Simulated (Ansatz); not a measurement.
**Ga: equation of state with PBEsol**

The system is Ga.

```xyz
2
Lattice="2.7784 0.0000 0.0000 0.0000 3.2816 0.0000 -1.3434 0.0000 3.9903" Properties=species:S:1:pos:R:3 pbc="T T T"
Ga   -0.6607    2.4612    3.0732
Ga    2.0957    0.8204    0.9171
```

This isn't the form of Ga at room conditions, which is orthorhombic.

- Program: Ansatz 0.2.0
- Task: equation of state
- Functional: PBEsol
- Potentials or basis: Ansatz PAW
- Cutoff: 420 eV
- Density cutoff: 1680 eV
- k mesh: 10 × 8 × 7
- Occupations: fermi-dirac, width 0.05 eV
- Spin: no spin polarisation

```yaml
Equilibrium_volume: 17.98 Å³/atom
Bulk_modulus_at_fixed_shape_and_positions: 60 GPa
Pressure_derivative_of_the_bulk_modulus: 4.8
```

Energy against volume, from the lowest point:
| volume (Å³/atom) | energy (meV/atom) |
| --- | --- |
| 17.100 | 8.81 |
| 17.463 | 2.76 |
| 17.827 | 0.00 |
| 18.191 | 0.19 |
| 18.555 | 2.96 |
| 18.919 | 8.03 |
| 19.283 | 15.20 |

All runs of the series together: 10 s on 2 threads of AMD EPYC 9R45 96-Core Processor (Zen 5), with other jobs on the host.

Caveat: the cell was scaled at fixed shape and fractional positions, which overstates the stiffness of a crystal with free parameters, most of all of layers and chains.
